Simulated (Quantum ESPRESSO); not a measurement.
BeTe:

```
Te Be
1.0
     0.00000    2.77000    2.77000
     2.77000    0.00000    2.77000
     2.77000    2.77000    0.00000
Te Be
1 1
Direct
  0.75000 0.75000 0.75000
  0.00000 0.00000 0.00000
```

Base run:

- Program: Quantum ESPRESSO 7.5
- Functional: HLE16
- Potentials or basis: SG15 PBE 1.2
- Cutoff: 952 eV
- Density cutoff: 3810 eV
- k mesh: 8 × 8 × 8
- Occupations: fermi-dirac, width 0.05 eV
- Spin: no spin polarisation

Its results: band gap on the k mesh 3.00 eV, indirect (least direct gap 4.13 eV); pressure -4.8 GPa.

**Question.** After a change of settings the same cell gave: band gap on the k mesh 1.85 eV, indirect (least direct gap 3.60 eV); pressure 2.3 GPa. Which change was it?
A. functional from HLE16 to RPBE
B. functional from HLE16 to BLYP
C. functional from HLE16 to PBE
D. functional from HLE16 to AM05

**Answer.** D.

Caveats: the potentials were made for another functional, which shifts forces and pressure; spin-orbit coupling is left out, which moves the levels of the heavy elements; the potentials were made for a functional far from this one (some runs).
